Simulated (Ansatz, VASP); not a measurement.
# Sc2Al: VASP beside Ansatz

```
CELL_PARAMETERS angstrom
4.85090 0.00000 0.00000
-2.42545 4.20100 0.00000
0.00000 0.00000 25.64954
ATOMIC_POSITIONS crystal
Sc 0.66667 0.33333 0.29240
Sc 0.00000 0.00000 0.35172
Sc 0.33333 0.66667 0.41103
Sc 0.00000 0.00000 0.47034
Sc 0.66667 0.33333 0.52966
Sc 0.00000 0.00000 0.58897
Sc 0.33333 0.66667 0.64828
Sc 0.00000 0.00000 0.70760
Al 0.33333 0.66667 0.29240
Al 0.66667 0.33333 0.41103
Al 0.33333 0.66667 0.52966
Al 0.66667 0.33333 0.64828
```

Alike in both runs: task single point; functional PBEsol; k mesh 2 × 2 × 1; occupations gaussian, width 0.1 eV; no spin polarisation.

|  | VASP | Ansatz |
| --- | --- | --- |
| version | VASP 6.6.1 | Ansatz 0.2.0 |
| potentials or method | VASP PAW PBE potentials, release 64 (Sc_sv, Al) | scalar-relativistic, plane waves, PAW |
| plane-wave cutoff (eV) | 520 | 420 |
| valence electrons in the cell | 100 | 100 |

|  | VASP | Ansatz | Ansatz less VASP |
| --- | --- | --- | --- |
| gap on the k mesh at the Fermi level (eV) | 0.11 | 0.11 | +0.001 |
| least direct gap on the mesh (eV) | 0.11 | 0.11 | +0.001 |
| rms of the force components (eV/Å) | 0.218 | 0.219 | +0.0012 |

Caveats: the k mesh is coarse (spacing up to 0.75 Å⁻¹), so the values aren't converged; the PAW data sets were made with another functional, which shifts forces and pressure a little (VASP).
